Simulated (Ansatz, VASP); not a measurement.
## One calculation of Al5As, two programs

```xyz
6
Lattice="0.0000 3.7644 3.7644 3.7644 0.0000 3.7644 3.7644 3.7644 0.0000" Properties=species:S:1:pos:R:3 pbc="T T T"
Al    4.6988    4.6988    2.8300
Al    4.6988    2.8300    4.6988
Al    2.8300    4.6988    4.6988
Al    2.8300    2.8300    2.8300
Al    5.6466    5.6466    5.6466
As    0.0000    0.0000    0.0000
```

Change from the starting cell: species swapped into the TmCu5 type (F-43m, No. 216).

Alike in both runs: functional PBE; k mesh 4 × 4 × 4; occupations gaussian, width 0.1 eV; no spin polarisation.

Ansatz relaxed the structure, and its values are those at the end. VASP's run is a single point on that final structure, the one shown.

|  | VASP | Ansatz |
| --- | --- | --- |
| version | VASP 6.6.1 | Ansatz 0.2.0 |
| potentials or method | VASP PAW PBE potentials, release 64 (Al, As) | scalar-relativistic, plane waves, PAW |
| plane-wave cutoff (eV) | 520 | 420 |
| valence electrons in the cell | 20 | 30 |

|  | VASP | Ansatz | Ansatz less VASP |
| --- | --- | --- | --- |
| gap on the k mesh at the Fermi level (eV) | none | none | - |
| pressure (GPa) | 0.1 | 0.1 | -0.01 |

A gap of «none» marks a metal or a gap that the smearing closes. With one functional, cell and mesh, what is left measures potentials, basis and numerics. The two sets of potentials don't hold the same shells in valence.

Caveats: the k mesh is coarse (spacing up to 0.36 Å⁻¹), so the values aren't converged.
